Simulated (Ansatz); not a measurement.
# Does disorder add resistance in series? Ta(100) layers with 12.5 % Os

Two lengths of the disordered region are known. What area resistance does the third give?

How it was computed: Ansatz 0.2.0, plane waves with PAW datasets at their recommended cutoffs (420 eV for most), Fermi-Dirac smearing; ballistic transmission by layer matching. The area resistance is RA = A (h/2e²)(1/T − 1/N), with T the zone-mean transmission per spin and N the lead's channels, both averaged over a few energies near the Fermi level; for magnets each spin is taken apart, with h/e², and the two conduct in parallel. Lateral cell 2x2, PBE, a fresh random draw for each length.

The runs, with one result withheld:

| length (Å) | channels N | RA (fΩ m²) |
| --- | --- | --- |
| 6.61 | 10.21 | 0.287 |
| 13.2 | 10.19 | 0.499 |
| 19.8 | 10.21 | ? |

**Estimate by hand.**

Ohm's law makes RA linear in the length: the slope is (0.499 − 0.287)/(13.2 − 6.61) = 0.0321 fΩ m² per Å, or 32 µΩ cm. Then 0.499 + 0.0321 × 6.61. Predicted: 0.711 fΩ m².

**The withheld run.**

0.794 fΩ m², so the prediction is 10 % too low. The three lengths together give 38 µΩ cm. The two increments are 0.21 and 0.30 fΩ m²; with one draw for each length, their difference can't be told from scatter.

**Limits.** The scatterers repeat sideways with the small cell. The slope is a raw one; a model of isotropic scattering puts it 1.02 times the bulk value over these lengths. Atoms sit unrelaxed on the host's lattice, and the pair may not mix at random in practice. Spin-orbit coupling is left out, which matters for Os and Ta.
